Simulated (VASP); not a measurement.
Set up this calculation in VASP 6.6.1, as the native input.

```yaml
Task: band structure
Functional: PW91
Potentials_or_basis: VASP PAW PBE potentials, release 64 (Nb_sv)
Cutoff: 520 eV
k_mesh: 11 × 11 × 11
Occupations: fermi-dirac, width 0.05 eV
Spin: no spin polarisation
Further_INCAR_settings: ALGO = Normal; EDIFF = 1e-06; NBANDS = 12
```

Nb:

```
Nb
1.0
    -1.66395    1.66395    1.66395
     1.66395   -1.66395    1.66395
     1.66395    1.66395   -1.66395
Nb
1
Direct
  0.00000 0.00000 0.00000
```

These files were run (other wordings do the same):

POSCAR

```
Nb
1.0
   -1.6639500000      1.6639500000      1.6639500000
    1.6639500000     -1.6639500000      1.6639500000
    1.6639500000      1.6639500000     -1.6639500000
Nb
1
Direct
    0.0000000000      0.0000000000      0.0000000000
```

INCAR.step1

```
SYSTEM = Nb
PREC = Accurate
ENCUT = 520
EDIFF = 1E-6
ISMEAR = -1
SIGMA = 0.05
LREAL = .FALSE.
LASPH = .TRUE.
NELM = 100
ALGO = Normal
ISIF = 2
LWAVE = .FALSE.
LCHARG = .TRUE.
LMAXMIX = 4
GGA = 91
NBANDS = 12
```

KPOINTS.step1

```
regular mesh
0
G
  11 11 11
  0 0 0
```

INCAR.step2

```
SYSTEM = Nb
PREC = Accurate
ENCUT = 520
EDIFF = 1E-6
ISMEAR = 0
SIGMA = 0.05
LREAL = .FALSE.
LASPH = .TRUE.
NELM = 100
ALGO = Normal
ISIF = 2
LWAVE = .FALSE.
LCHARG = .FALSE.
LMAXMIX = 4
GGA = 91
NBANDS = 12
ICHARG = 11
```

KPOINTS.step2

```
path GHNGPH,PN
20
line-mode
reciprocal
 0.0000000000  0.0000000000  0.0000000000  G
 0.5000000000 -0.5000000000  0.5000000000  H

 0.5000000000 -0.5000000000  0.5000000000  H
 0.0000000000  0.0000000000  0.5000000000  N

 0.0000000000  0.0000000000  0.5000000000  N
 0.0000000000  0.0000000000  0.0000000000  G

 0.0000000000  0.0000000000  0.0000000000  G
 0.2500000000  0.2500000000  0.2500000000  P

 0.2500000000  0.2500000000  0.2500000000  P
 0.5000000000 -0.5000000000  0.5000000000  H

 0.2500000000  0.2500000000  0.2500000000  P
 0.0000000000  0.0000000000  0.5000000000  N
```

Potentials or basis: VASP PAW PBE potentials, release 64 (Nb_sv).

Launch:

```sh
$ cat potpaw_PBE.64/Nb_sv/POTCAR > POTCAR
$ cp INCAR.step1 INCAR
$ cp KPOINTS.step1 KPOINTS
$ mpirun -np 1 vasp_std > vasp.out
$ cp INCAR.step2 INCAR
$ cp KPOINTS.step2 KPOINTS
$ mpirun -np 1 vasp_std > vasp.out
```

Results of the run:

The band gap along the path is none (metal or under the smearing width).

Caveat: the log is that of the step along the path at fixed density, whose energy, stress, charges and moments have no meaning.

It took 18 s on 1 thread of Intel(R) Xeon(R) Platinum 8375C CPU @ 2.90GHz (Ice Lake), with other jobs on the host, peak memory 0.15 GiB.
